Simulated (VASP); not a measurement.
HfO2: band structure with PBEsol

The system is HfO2.

```xyz
6
Lattice="3.5512 0.0000 0.0000 0.0000 3.5512 0.0000 0.0000 0.0000 5.1284" Properties=species:S:1:pos:R:3 pbc="T T T"
Hf    2.6634    0.8878    3.8463
Hf    0.8878    2.6634    1.2821
O     0.8878    0.8878    0.2435
O     0.8878    0.8878    2.8077
O     2.6634    2.6634    4.8849
O     2.6634    2.6634    2.3207
```

The cell was built by a generator and needn't be a form met in nature.

* Program: VASP 6.6.1
* Task: band structure
* Functional: PBEsol
* Potentials or basis: VASP PAW PBE potentials, release 64 (Hf_pv, O)
* Cutoff: 520 eV
* k mesh: 8 × 8 × 6
* Occupations: gaussian, width 0.02 eV
* Spin: no spin polarisation
* Further INCAR settings: ALGO = Fast; EDIFF = 1e-06; NBANDS = 31

```yaml
Pressure: 0.2 GPa
Band_gap_on_the_k_mesh: 4.58 eV, indirect (least direct gap 4.68 eV)
Band_gap_along_the_path: 4.58 eV, indirect (least direct gap 4.68 eV)
```

Levels at the corners of the path, in eV from the valence-band top:
```csv
point,band 18,band 19,band 20,band 21,band 22,band 23,band 24,band 25,band 26,band 27
Γ,-1.28,-0.54,-0.11,-0.09,-0.09,4.58,4.62,5.77,6.18,6.41
X,-2.26,-1.49,-1.49,-0.13,-0.13,5.04,5.04,6.10,6.10,7.58
X,-2.26,-1.49,-1.49,-0.13,-0.13,5.04,5.04,6.10,6.10,7.58
M,-1.09,-0.85,-0.85,-0.40,-0.40,5.52,5.52,6.13,6.13,7.36
M,-1.09,-0.85,-0.85,-0.40,-0.40,5.52,5.52,6.13,6.13,7.36
Γ,-1.28,-0.54,-0.11,-0.09,-0.09,4.58,4.62,5.77,6.18,6.41
Γ,-1.28,-0.54,-0.11,-0.09,-0.09,4.58,4.62,5.77,6.18,6.41
Z,-2.78,-0.57,-0.57,-0.01,-0.01,5.32,5.32,5.57,5.57,8.66
Z,-2.78,-0.57,-0.57,-0.01,-0.01,5.32,5.32,5.57,5.57,8.66
R,-2.01,-1.41,-1.41,-1.03,-1.03,5.21,5.21,5.53,5.53,7.62
R,-2.01,-1.41,-1.41,-1.03,-1.03,5.21,5.21,5.53,5.53,7.62
A,-1.98,-1.36,-1.36,0.00,0.00,5.94,5.94,6.14,6.14,7.54
A,-1.98,-1.36,-1.36,0.00,0.00,5.94,5.94,6.14,6.14,7.54
Z,-2.78,-0.57,-0.57,-0.01,-0.01,5.32,5.32,5.57,5.57,8.66
X,-2.26,-1.49,-1.49,-0.13,-0.13,5.04,5.04,6.10,6.10,7.58
R,-2.01,-1.41,-1.41,-1.03,-1.03,5.21,5.21,5.53,5.53,7.62
M,-1.09,-0.85,-0.85,-0.40,-0.40,5.52,5.52,6.13,6.13,7.36
A,-1.98,-1.36,-1.36,0.00,0.00,5.94,5.94,6.14,6.14,7.54
```

Wall time 5.1 min on 1 thread of Intel(R) Xeon(R) Platinum 8375C CPU @ 2.90GHz (Ice Lake), on a shared host, peak memory 0.29 GiB.

Caveat: the PAW data sets were made with another functional, which shifts forces and pressure a little; spin-orbit coupling is left out, which moves the levels of the heavy elements. A hybrid or GW would open this gap; PBEsol tends to underestimate it.
